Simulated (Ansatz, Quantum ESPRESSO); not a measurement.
# One calculation of MnO, 4 ways

```
Mn O
1.0
     0.00000    2.22391    2.22391
     2.22391    0.00000    2.22391
     2.22391    2.22391    0.00000
Mn O
1 1
Direct
  0.00000 0.00000 0.00000
  0.50000 0.50000 0.50000
```

The cell is a database's computed one, not the measured one.

Alike in all runs: task band structure; functional LDA; k mesh 10 × 10 × 10; occupations fermi-dirac, width 0.05 eV; collinear spin, ferromagnetic start; no spin-orbit coupling. The measured crystal is an antiferromagnetic insulator; the state found here is the runs' own. LDA stands for any of its common fits. Pressure is positive in compression and, in plane waves, holds the error of the finite cutoff, which Ansatz's Pulay term estimates and takes out.

```tsv
program and potentials	plane-wave cutoff (eV)	notes	pressure (GPa)	net moment per atom (μB)
Ansatz, Ansatz PAW	420	potentials made for PBE, which Ansatz adapts in part; Pulay term of +0.81 GPa included	-16.53	2.30
Quantum ESPRESSO, PseudoDojo 0.4.1 SR LDA standard	1306	-	?	?
Ansatz, all-electron LAPW, scalar-relativistic	-	-	-16.55	2.30
Ansatz, JTH PAW LDA	1380	Pulay term of +0.06 GPa included	-16.11	2.30
```

Estimate from the other rows what the run with Quantum ESPRESSO, PseudoDojo 0.4.1 SR LDA standard gave.

Pressure -16.00 GPa; net moment per atom 2.32 μB. The other rows, which needn't bracket it: pressure -16.55 to -16.11; net moment per atom 2.30.
